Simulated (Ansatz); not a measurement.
## LiH: from a trial structure to a relaxed crystal

These are results of Ansatz 0.2.0, DFT PBE, scalar-relativistic, plane waves, PAW, not measurements. Cutoff 420 eV, Γ-centred k mesh, Gaussian smearing, no spin polarisation in the final step.

The start is a random cell of LiH with space group P-1 (No. 2), drawn with lower limits on the distances.

```yaml
crystal:
  lattice:
    - [3.06971, 0.00000, 0.00000]
    - [-0.63732, 3.49842, 0.00000]
    - [-0.49107, -0.55371, 3.54429]
  atoms:
    - { symbol: Li, position: [0.75000, 0.69254, 0.94184] }
    - { symbol: Li, position: [0.25000, 0.30746, 0.05816] }
    - { symbol: H, position: [0.33333, 0.75000, 0.38901] }
    - { symbol: H, position: [0.66667, 0.25000, 0.61099] }
```

Cell and atoms relax at zero pressure; the relaxation can't lower the symmetry of the start. After a coarse first stage the cell is made exact in the group found at 0.06 Å.

Energies over the elements count from the elements' standard structures at the same level (H₂ as a molecule), with no empirical corrections.

Q: What does it relax into?

A: It ends in Fm-3m (No. 225). The result has the rock salt structure. Conventional cell: a = 4.006 Å. Li is coordinated by 6 H at 2.00 Å; H has 6 Li at 2.00 Å.

```cif
data_structure
_symmetry_space_group_name_H-M 'Fm-3m'
_symmetry_Int_Tables_number 225
_cell_length_a 4.0061
_cell_length_b 4.0061
_cell_length_c 4.0061
_cell_angle_alpha 90.000
_cell_angle_beta 90.000
_cell_angle_gamma 90.000
_cell_volume 64.29
loop_
_atom_site_label
_atom_site_type_symbol
_atom_site_symmetry_multiplicity
_atom_site_Wyckoff_symbol
_atom_site_fract_x
_atom_site_fract_y
_atom_site_fract_z
_atom_site_occupancy
Li1 Li 4 a 0.00000 0.00000 0.00000 1
H1 H 4 b 0.50000 0.00000 0.00000 1
```

Q: What are its volume, energy, density and gap?

A: The volume per atom is 8.04 Å³, the density is 0.82 g/cm³ and the energy over the elements is -0.417 eV/atom. The gap on the 10×10×10 mesh is 2.98 eV.

The final run used a 10×10×10 mesh on its 2-atom cell and 0.02 eV smearing. A structure relaxed within its symmetry needn't be a true minimum. The steps took roughly 21 core-seconds in all.

Cost: 2 runs of about 0.35 core-minutes in all, on Arm Neoverse V1 (shared hosts).